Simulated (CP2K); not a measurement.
Crystal: GaSb.

```xyz
2
Lattice="4.3261 0.0000 0.0000 2.1630 3.7465 0.0000 2.1630 1.2488 3.5322" Properties=species:S:1:pos:R:3 pbc="T T T"
Sb    6.4891    3.7465    2.6492
Ga    0.0000    0.0000    0.0000
```

Base run:

| Quantity | Value |
| --- | --- |
| Program | CP2K 2026.2 |
| Functional | PBEsol |
| Potentials or basis | POTENTIAL_UZH Sb GTH-PBE-q5, Ga GTH-PBE-q13; TZVP-MOLOPT-PBE-GTH basis |
| Density cutoff | 9184 eV |
| k mesh | 8 × 8 × 8 |
| Occupations | fermi-dirac, width 0.05 eV |
| Spin | no spin polarisation |

Its results: band gap on the k mesh none (metal or under the smearing width); pressure 1.3 GPa.

After a change of settings the same cell gave: band gap on the k mesh 0.39 eV, direct; pressure 3.2 GPa. Which change was it?
A. functional from PBEsol to M06-L
B. functional from PBEsol to BLYP
C. functional from PBEsol to RPBE
D. functional from PBEsol to LDA

A.

Caveats: the potentials were made for another functional, which shifts forces and pressure; spin-orbit coupling is left out, which moves the levels of the heavy elements; the basis of atomic orbitals isn't converged, which shifts pressures, moduli and gaps.

Runs at the PBE level aren't shown here.
